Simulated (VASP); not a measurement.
**Cs2SnI6: relaxation of cell and atoms with PBE+D3(BJ)**

Cs2SnI6:

```
CELL_PARAMETERS angstrom
0.00000 5.82209 5.82209
5.82209 0.00000 5.82209
5.82209 5.82209 0.00000
ATOMIC_POSITIONS crystal
Cs 0.25000 0.25000 0.25000
Cs 0.75000 0.75000 0.75000
Sn 0.00000 0.00000 0.00000
I 0.75142 0.24858 0.24858
I 0.24858 0.75142 0.24858
I 0.24858 0.75142 0.75142
I 0.75142 0.24858 0.75142
I 0.24858 0.24858 0.75142
I 0.75142 0.75142 0.24858
```

```yaml
Program: VASP 6.6.1
Task: relaxation of cell and atoms
Functional: PBE
Dispersion: D3(BJ)
Potentials_or_basis: VASP PAW PBE potentials, release 64 (Cs_sv, Sn_d, I)
Cutoff: 600 eV
k_mesh: 6 × 6 × 6
Occupations: gaussian, width 0.03 eV
Spin: no spin polarisation
Further_INCAR_settings: ALGO = Normal; EDIFF = 1e-07; IBRION = 2; EDIFFG = -0.005; NSW = 90; ISIF = 3
```

| Item | Value |
| --- | --- |
| Pressure after relaxing | 0.0 GPa |
| Band gap on the k mesh | none (metal or under the smearing width) |
| Dispersion energy per atom | -0.277 eV |

Final structure:
```
CELL_PARAMETERS angstrom
0.00000 5.82209 5.82209
5.82209 0.00000 5.82209
5.82209 5.82209 0.00000
ATOMIC_POSITIONS crystal
Cs 0.25000 0.25000 0.25000
Cs 0.75000 0.75000 0.75000
Sn 0.00000 0.00000 0.00000
I 0.75142 0.24858 0.24858
I 0.24858 0.75142 0.24858
I 0.24858 0.75142 0.75142
I 0.75142 0.24858 0.75142
I 0.24858 0.24858 0.75142
I 0.75142 0.75142 0.24858
```

Levels at points of the mesh, in eV from the Fermi level:
```
           k point  band 33  band 34  band 35  band 36  band 37  band 38  band 39  band 40  band 41  band 42
(0.00, 0.00, 0.00)    -0.48    -0.48    -0.06    -0.02    -0.02    -0.02     3.89     3.89     3.89     4.12
(0.50, 0.00, 0.00)    -0.45    -0.45    -0.43    -0.31    -0.31     0.96     3.36     4.97     4.97     5.21
(0.50, 0.50, 0.00)    -1.07    -0.72    -0.72    -0.63    -0.05     1.32     4.40     4.40     4.59     5.79
```

Run time: 5.3 min on 2 MPI ranks on Intel(R) Xeon(R) Platinum 8488C (Sapphire Rapids) (shared host), peak memory 0.84 GiB a rank.

Caveat: the relaxation stopped at its first step, so nothing moved; pairwise dispersion overbinds metals, which lowers pressure and volume. The run has no spin-orbit coupling, so splittings on Cs, I are missing.
